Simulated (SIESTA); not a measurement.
Pb:

```
Pb
1.0
     0.00000    2.47502    2.47502
     2.47502    0.00000    2.47502
     2.47502    2.47502    0.00000
Pb
1
Direct
  0.00000 0.00000 0.00000
```

Base run:

| Quantity | Value |
| --- | --- |
| Program | SIESTA 5.4.2 |
| Functional | PBE |
| Potentials or basis | PseudoDojo 0.4 standard (PBE files) |
| Basis | TZDP (energy shift 0.003 Ry; two zetas on semicore shells) |
| Grid cutoff | 500 Ry |
| Energy shift | 0.003 Ry |
| k mesh | 9 × 9 × 9 |
| Occupations | fermi-dirac, width 0.05 eV |
| Spin | no spin polarisation |

Its results: band gap on the k mesh none (metal or under the smearing width); pressure 2.6 GPa.

**Question.** The run is repeated on the same cell with these changes: basis from TZDP (energy shift 0.003 Ry; two zetas on semicore shells) to SZ (energy shift 0.003 Ry). What comes out?

**Answer.** Band gap on the k mesh none (metal or under the smearing width); pressure 6.1 GPa.

Caveats: spin-orbit coupling is left out, which moves the levels of the heavy elements; the basis of atomic orbitals isn't converged, which shifts pressures, moduli and gaps; the basis has no polarisation orbitals (some runs).
